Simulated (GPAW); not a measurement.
# Pt (Fm-3m) in GPAW: single point with PBE

Aim: the single point of Pt with PBE.

Everything below comes from runs of GPAW 26.7.0. Logs are shortened: lines on timing, memory, paths and dates and some standing lists are left out, and cuts for length are marked. The log counts tension as positive stress, the text compression.

### 1 The crystal as given

The structure is cubic, space group Fm-3m (No. 225). Conventional cell: a = 3.922 Å, b = 3.922 Å, c = 3.922 Å, α = 90.00°, β = 90.00°, γ = 90.00°. Around Pt (site symmetry m-3m) lie 12 Pt at 2.77 Å.

### 2 Single point, PBE

File run.py:

```python
from ase.dft.bandgap import bandgap
from ase.io import read, write
from ase.units import GPa
from gpaw import GPAW, PW

atoms = read('POSCAR')

calc = GPAW(mode=PW(600),
            xc='PBE',
            kpts={'size': (18, 18, 18), 'gamma': True},
            occupations={'name': 'fermi-dirac', 'width': 0.05},
            nbands=17,
            convergence={'density': 1e-05, 'energy': 1e-05},
            maxiter=100,
            txt='gpaw.txt')
atoms.calc = calc
energy = atoms.get_potential_energy()
forces = atoms.get_forces()
stress = atoms.get_stress()
calc.write('gs.gpw')
write('result.traj', atoms)
print(f'Energy: {energy:.6f} eV')
print('Forces (eV/A):')
print(forces.round(4))
print('Stress (GPa):', (stress / GPa).round(3))
print('Fermi level:', round(calc.get_fermi_level(), 4), 'eV')
print(f'Gap: {bandgap(calc)[0]:.4f} eV, direct: {bandgap(calc, direct=True)[0]:.4f} eV')
```

File POSCAR:

```
Pt
1.0
    0.0000000000      1.9609000000      1.9609000000
    1.9609000000      0.0000000000      1.9609000000
    1.9609000000      1.9609000000      0.0000000000
Pt
1
Direct
    0.0000000000      0.0000000000      0.0000000000
```

Potentials or basis: GPAW PAW data sets (gpaw-data 1.2.1), pw.

Started as:

```sh
$ OMP_NUM_THREADS=1 python run.py
```

gpaw.txt:

```text
__  _  _
 | _ |_)|_||  |
 |__||  | ||/\| - 26.7.0

Input parameters:
  mode=PW(ecut=600.0),
  convergence={'density': 1e-05, 'energy': 1e-05},
  kpts=MonkhorstPack(size=(18, 18, 18), gamma=True),
  maxiter=100,
  nbands=17,
  occupations=Occupations(name='fermi-dirac', width=0.05),
  xc=XC(name='PBE')

Diagonalizing LCAO Hamiltonian
Converting LCAO to pw mode

       Pt

Atoms  # Å, Bohr magnetons
|   | symbol |        x |        y |        z |    initial magnetic moments |
|---|--------|----------|----------|----------|-----------------------------|
| 0 |     Pt | 0.000000 | 0.000000 | 0.000000 | ( 0.0000,  0.0000,  0.0000) |

Unit cell  # Å
| periodic |        x |        y |        z |  lengths |    angles |
|----------|----------|----------|----------|----------|-----------|
|      yes | 0.000000 | 1.960900 | 1.960900 | 2.773131 | 60.000000 |
|      yes | 1.960900 | 0.000000 | 1.960900 | 2.773131 | 60.000000 |
|      yes | 1.960900 | 1.960900 | 0.000000 | 2.773131 | 60.000000 |

Number of symmetries: 48
Symmetry operations  # r_c * U_cc + t_c -> r_c
|    | kind |            matrix            |
|----|------|------------------------------|
|  0 |  σ   |  1, 0, 0,  1, 0,-1,  1,-1, 0 |
|  1 |  C2  |  1, 0, 0,  1,-1, 0,  1, 0,-1 |
|  2 |  E   |  1, 0, 0,  0, 1, 0,  0, 0, 1 |
|  3 |  σ   |  1, 0, 0,  0, 0, 1,  0, 1, 0 |
|  4 |  C4  |  1, 0,-1,  1, 0, 0,  1,-1, 0 |
|  5 |  S6  |  1, 0,-1,  1,-1, 0,  1, 0, 0 |
|  6 |  σ   |  1, 0,-1,  0, 1,-1,  0, 0,-1 |
|  7 |  C3  |  1, 0,-1,  0, 0,-1,  0, 1,-1 |
|  8 |  S6  |  1,-1, 0,  1, 0, 0,  1, 0,-1 |
|  9 |  C4  |  1,-1, 0,  1, 0,-1,  1, 0, 0 |
| 10 |  C3  |  1,-1, 0,  0,-1, 1,  0,-1, 0 |
| 11 |  σ   |  1,-1, 0,  0,-1, 0,  0,-1, 1 |
| 12 |  σ   |  0, 1, 0,  1, 0, 0,  0, 0, 1 |
| 13 |  C4  |  0, 1, 0,  0, 1,-1, -1, 1, 0 |
| 14 |  C3  |  0, 1, 0,  0, 0, 1,  1, 0, 0 |
| 15 |  S6  |  0, 1, 0, -1, 1, 0,  0, 1,-1 |
| 16 |  C2  |  0, 1,-1,  1, 0,-1,  0, 0,-1 |
| 17 |  σ   |  0, 1,-1,  0, 1, 0, -1, 1, 0 |
| 18 |  S4  |  0, 1,-1,  0, 0,-1,  1, 0,-1 |
| 19 |  C4  |  0, 1,-1, -1, 1, 0,  0, 1, 0 |
| 20 |  C3  |  0, 0, 1,  1, 0, 0,  0, 1, 0 |
| 21 |  σ   |  0, 0, 1,  0, 1, 0,  1, 0, 0 |
| 22 |  S6  |  0, 0, 1,  0,-1, 1, -1, 0, 1 |
| 23 |  C4  |  0, 0, 1, -1, 0, 1,  0,-1, 1 |
| 24 |  S4  |  0, 0,-1,  1, 0,-1,  0, 1,-1 |
| 25 |  C3  |  0, 0,-1,  0, 1,-1,  1, 0,-1 |
| 26 |  C2  |  0, 0,-1,  0,-1, 0, -1, 0, 0 |
| 27 |  S6  |  0, 0,-1, -1, 0, 0,  0,-1, 0 |
| 28 |  S4  |  0,-1, 1,  1,-1, 0,  0,-1, 0 |
| 29 |  C4  |  0,-1, 1,  0, 0, 1, -1, 0, 1 |
| 30 |  C2  |  0,-1, 1,  0,-1, 0,  1,-1, 0 |
| 31 |  σ   |  0,-1, 1, -1, 0, 1,  0, 0, 1 |
| 32 |  C3  |  0,-1, 0,  1,-1, 0,  0,-1, 1 |
| 33 |  S6  |  0,-1, 0,  0, 0,-1, -1, 0, 0 |
| 34 |  S4  |  0,-1, 0,  0,-1, 1,  1,-1, 0 |
| 35 |  C2  |  0,-1, 0, -1, 0, 0,  0, 0,-1 |
| 36 |  C2  | -1, 1, 0,  0, 1, 0,  0, 1,-1 |
| 37 |  S6  | -1, 1, 0,  0, 1,-1,  0, 1, 0 |
| 38 |  S4  | -1, 1, 0, -1, 0, 1, -1, 0, 0 |
| 39 |  C3  | -1, 1, 0, -1, 0, 0, -1, 0, 1 |
| 40 |  S6  | -1, 0, 1,  0, 0, 1,  0,-1, 1 |
| 41 |  C2  | -1, 0, 1,  0,-1, 1,  0, 0, 1 |
| 42 |  C3  | -1, 0, 1, -1, 1, 0, -1, 0, 0 |
| 43 |  S4  | -1, 0, 1, -1, 0, 0, -1, 1, 0 |
| 44 |  C2  | -1, 0, 0,  0, 0,-1,  0,-1, 0 |
| 45 |  i   | -1, 0, 0,  0,-1, 0,  0, 0,-1 |
| 46 |  σ   | -1, 0, 0, -1, 1, 0, -1, 0, 1 |
| 47 |  C2  | -1, 0, 0, -1, 0, 1, -1, 1, 0 |

BZ-sampling:
  Number of BZ points: 5832
  Number of IBZ points: 195

  Monkhorst-Pack size: [18, 18, 18]
  Monkhorst-Pack shift: [0.027777777777777776, 0.027777777777777776, 0.027777777777777776]

K-points  # in reciprocal-cell coordinates
|     |                                coordinates |     weight |
|-----|--------------------------------------------|------------|
|   0 | ( -0.00000000,  -0.00000000,  -0.00000000) | 0.00017147 |
|   1 | (  0.05555556,   0.05555556,  -0.00000000) | 0.00102881 |
|   2 | (  0.05555556,   0.05555556,   0.05555556) | 0.00137174 |
|   3 | (  0.11111111,   0.05555556,   0.05555556) | 0.00205761 |
|   4 | (  0.11111111,   0.11111111,  -0.00000000) | 0.00102881 |
|   5 | (  0.11111111,   0.11111111,   0.05555556) | 0.00411523 |
|   6 | (  0.11111111,   0.11111111,   0.11111111) | 0.00137174 |
|   7 | (  0.16666667,   0.11111111,   0.05555556) | 0.00411523 |
|   8 | (  0.16666667,   0.11111111,   0.11111111) | 0.00411523 |
|   9 | (  0.16666667,   0.16666667,  -0.00000000) | 0.00102881 |
| ... |                                            |            |
| 194 | (  0.50000000,   0.50000000,   0.50000000) | 0.00068587 |

Plane wave coefficients: 531
Cutoff: 600.0 eV

Spin-components: 1 (collinear spins)
Bands:           17
Projectors:      6
Spin-degeneracy: 2
Datatype:        complex128

Parallelization:
  kpt:    1
  domain: 1
  band:   1

Density:
  Valence electrons: 16.0
  Components: 1
  Grid points: [16 16 16]
  Charge: 0.0  # |e|

Potential:
  Grid points: [16 16 16]

species:
  Pt:
    name:    Platinum
    Z:       78.0
    valence: 16
    core:    62
    charge:  0.0  # [|e|]
    compensation charges:
      type: gauss
      rc: 0.41  # [Å]
      lmax: 2
    cutoffs:
      filter: 2.26  # [Å]
      core: 2.26  # [Å]
    projectors
    | kind |    occ | energy [eV] | rcut [Å] |
    |------|--------|-------------|----------|
    |   6s |  1.000 |      -5.628 |    1.307 |
    |   5p |  6.000 |     -56.051 |    1.371 |
    |   6p |  0.000 |      -0.845 |    1.371 |
    |   5d |  9.000 |      -6.153 |    1.307 |
    |    s |        |      21.583 |    1.307 |
    |    d |        |      21.058 |    1.307 |

    Using partial waves for Pt as LCAO basis

Reference energy: -500375.362767  # eV

eigensolver:
  PPCG
  Converge bands: occupied
  niter=2

density mixing:
  MSR1-Mixer
  Pratt-step length: 0.05
  Maximum mixing coefficient: 0.75
  Old densities: 10
  SVD Regularization: 0.005
  Good broyden scale: 1.0
  Trust region scale: 1.0
  Backstep threshold: 4.0
  History deletion threshold: 6.0
  Fourier metric: weight=20.0, sigma=0.015

occupation numbers:
  Fermi-Dirac:
    width: 0.0500  # eV

poisson solver:
  ecut: 4800.0  # eV

xc functional:
  name: PBE with 2 nearest neighbor stencil

convergence criteria:
- Maximum integral of absolute [dens]ity change: 1e-05 electrons / valence electron
- Maximum [total energy] change in last 3 cyles: 1e-05 eV / valence electron
- Maximum integral of absolute [eigenst]ate change: 4e-08 eV^2 / valence electron
maximum number of iterations: 100

SCF iterations
|iter     | |      energy | eigst |  dens |
|---------|-|-------------|-------|-------|
|iter:   1| |   -6.851219 | +0.08 |       |
|iter:   2| |   -6.763018 | -2.95 | -1.20 |
|iter:   3| |   -6.422509 | -2.30 | -1.24 |
|iter:   4| |   -6.420810 | -3.79 | -2.26 |
|iter:   5| |   -6.420925 | -3.50 | -2.52 |
|iter:   6| |   -6.420926c| -5.97 | -3.58 |
|iter:   7| |   -6.420927c| -6.30 | -3.77 |
|iter:   8| |   -6.420927c| -7.57c| -5.05c|

Converged in 8 steps
Energy contributions relative to reference atoms: (reference = -500375.362767)

Energy contributions:
  Kinetic:          -3.886217
  Coulomb:           2.331187
  Zero:             -0.544019
  External:          0.000000
  Xc:               -4.313604
  Entropy:          -0.016551
  Spinorbit:         0.000000
  ----------------------------
  Free energy:      -6.429203
  Extrapolated:     -6.420927

dipole moment: (-13.396207, -13.396207, -13.396207)  # |e|*Ang

Fermi level: 12.130
Eigenvalues  # (at kpt = [-0.000, -0.000, -0.000])
| band index |      eig [eV] | occ [0-2] |
|------------|---------------|-----------|
|          0 |       -40.443 |     2.000 |
|          1 |       -40.443 |     2.000 |
|          2 |       -40.443 |     2.000 |
|          3 |         2.028 |     2.000 |
|          4 |         8.367 |     2.000 |
|          5 |         8.367 |     2.000 |
|          6 |         8.367 |     2.000 |
|          7 |        10.499 |     2.000 |
|          8 |        10.499 |     2.000 |
|          9 |        27.233 |     0.000 |
|         10 |        32.296 |     0.000 |
|         11 |        32.296 |     0.000 |
|         12 |        32.296 |     0.000 |
|         13 |        36.973 |     0.000 |
|         14 |        43.947 |     0.000 |
|         15 |        43.947 |     0.000 |
|         16 |        43.947 |     0.000 |

No gap
No difference between direct/indirect transitions

Forces  # eV/Ang
|        x |       y |        z |
|----------|---------|----------|
| -0.00000 | 0.00000 | -0.00000 |  # Pt   0

Stress tensor  # eV/Ang^3
|         x |         y |         z |
|-----------|-----------|-----------|
| -0.060286 |  0.000000 | -0.000000 |
|  0.000000 | -0.060286 |  0.000000 |
| -0.000000 |  0.000000 | -0.060286 |

# Writing to gs.gpw (mode='')
```

Run time: 24 s. Hardware: 1 thread of Arm Neoverse V1, shared host; peak memory 0.17 GiB.

What came out:

```
Free energy            : -6.4292 eV
Pressure               : 9.7 GPa
Band gap on the k mesh : none (metal or under the smearing width)
```

Levels at points of the mesh, in eV from the Fermi level:
```tsv
k point	band 4	band 5	band 6	band 7	band 8	band 9	band 10	band 11	band 12	band 13
(0.00, 0.00, 0.00)	-10.10	-3.76	-3.76	-3.76	-1.63	-1.63	15.10	20.17	20.17	20.17
(0.50, 0.50, 0.00)	-7.01	-6.56	-0.01	0.48	0.48	1.85	9.02	11.59	11.59	20.11
(0.50, 0.50, 0.50)	-7.23	-3.83	-3.83	-0.42	0.03	0.03	5.94	14.57	19.54	19.54
```

Spin-orbit coupling is left out, which matters for the levels of Pt.
